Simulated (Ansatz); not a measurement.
Ansatz input

```yaml
crystal:
  lattice:
    - [2.3386903703, 0.0, 0.0]
    - [0.0, 2.3386903703, 0.0]
    - [0.0, 0.0, 2.3386903703]
  atoms:
    - { symbol: Cr, position: [0.0, 0.0, 0.0] }
hamiltonian:
  xc: pbe
  pseudopotentials:
    kind: paw
    azcp:
      Cr: "pseudopotentials/Cr.paw.azcp"
basis:
  ecutwfc: 420
  fft_grid_basis: typed
kpoints:
  mp_grid: { grid: [7, 7, 7], shift: [0, 0, 0] }
magnetization:
  spin_polarized: false
scf:
  occupations: { method: fermi_dirac, width: 0.1 }
```

and its output:

```
Engine: ansatz 0.2.0, aarch64-unknown-linux-gnu
Pseudopotentials: kind: paw
Pseudopotential: Cr, paw, valence charge 14, recommended cutoff 420 eV (normal) 
Functional definition: PBE
  parameter kappa = 0.804
  parameter beta = 0.06672455060314922
  exchange = pbe_x(kappa = kappa, mu = beta*pi^2/3)
  correlation = pbe_c(beta = beta)
Crystal: 1 atoms, lattice volume = 12.791 Å³
Basis set: ecut = 420 eV, 251 PW (Γ)
Bands: 11, of which v1, the nominal top of the filled ones, is band 7 counted from 1 (6 counted from 0)
Symmetry: 48 space group operations
Space group: Pm-3m (ITA 221), of the structure as read, at distance tolerance 2.3e-5 Å
k-points: 20 of 343
Non-local potential: Cr, projectors of the file, l = 0: 3, l = 1: 2, l = 2: 3, l = 3: 1
PAW form: soft (Blöchl's): semilocal exchange-correlation on the pseudo side does not see the compensation charge
PAW one-centre angular grid: Cr, 590 points (default); XC on 64 Gauss nodes
Initial density: superposition of atomic densities (neutral atoms: chi_scale 0, normalization atom), corrected by the library's trained network
Initial wavefunctions: pseudopotential atomic-orbital guess
Functional: x = pbe(κ = 0.804, μ = 0.2195149727645171), c = pbe(β = 0.06672455060314922)
SCF iter   1: F=—  HF=-3376.688927 eV  |F-HF|=—  |Δ(HF+E_count)|=         —  Δρ=4.55e-3  dr2=1.38e-3  ethr=1.77e-3  ⟨swp⟩=3.6  Hψ=1049  notcnv=0
SCF iter   2: F=—  HF=-3376.689245 eV  |F-HF|=—  |Δ(HF+E_count)|=   3.19e-4  Δρ=2.64e-3  dr2=3.81e-4  ethr=9.82e-6  ⟨swp⟩=1.0  Hψ=380  notcnv=0
SCF iter   3: F=—  HF=-3376.689445 eV  |F-HF|=—  |Δ(HF+E_count)|=   2.00e-4  Δρ=1.15e-3  dr2=1.39e-4  ethr=2.72e-6  ⟨swp⟩=3.0  Hψ=362  notcnv=0
SCF iter   4: F=—  HF=-3376.689408 eV  |F-HF|=—  |Δ(HF+E_count)|=   3.70e-5  Δρ=2.20e-4  dr2=3.43e-6  ethr=9.93e-7  ⟨swp⟩=2.4  Hψ=319  notcnv=0
SCF iter   5: F=—  HF=-3376.689418 eV  |F-HF|=—  |Δ(HF+E_count)|=   1.02e-5  Δρ=5.11e-5  dr2=2.19e-7  ethr=2.45e-8  ⟨swp⟩=2.1  Hψ=287  notcnv=0
SCF iter   6: F=-3376.689418 eV  HF=-3376.689418 eV  |F-HF|=6.20e-10  |Δ(HF+E_count)|=   1.85e-8  Δρ=2.84e-6  dr2=6.35e-10  ethr=7.14e-10  ⟨swp⟩=2.0  Hψ=434  notcnv=0
SCF 1 converged in 6 iterations: F = -3376.689418 eV  dr2 = 6.35e-10
SCF converged after 6 iterations
Free energy (F): -3376.689418 eV
Harris-Foulkes:  -3376.689418 eV  (|F-HF|=6.20e-10)
Internal energy: -3376.629783 eV  (E = F + TS)
E sigma→0 (E₀):  -3376.659601 eV
Entropy (-TS):   -0.059636 eV (-59.636 meV/atom)
Fermi energy:    17.296018 eV
--- Per-component energies (eV) ---
  E_band       = -171.112185
  E_kinetic    = 344.817861
  E_local      = -1332.534306  (includes V_loc(G=0)·N_el)
  E_nonlocal   = 81.649659
  E_hartree    = 578.136451
  E_xc         = -139.373948
  E_vxc        = -177.784079  (∫ρ·V_xc dr)
  E_paw        = -1197.301153  (= ΣΔE_a)
  E_vpaw       = -243.533325  (= ΣTr[D̂ρ^β])
  E_aug_tail   = 0.000329  (compensation charges beyond the density's cutoff)
  E_ewald      = -1712.024677
  E_smearing   = -0.059636  (= −TS)
  E_closure    = 0.000000  (closes the sum)
  Σ components = -3376.689418   (vs F -3376.689418, Δ=0.00e0)
```

Launched by

```sh
ansatz run input.yaml --threads 4 --pin off --max-ram 8192MiB --backend cpu --events-out ev --progress --plain --runs-dir out
```

On 4 threads of Arm Neoverse V2 (shared host) this took about 0.17 s of wall time and 0.32 s of CPU time, with 0.24 GiB at the peak.
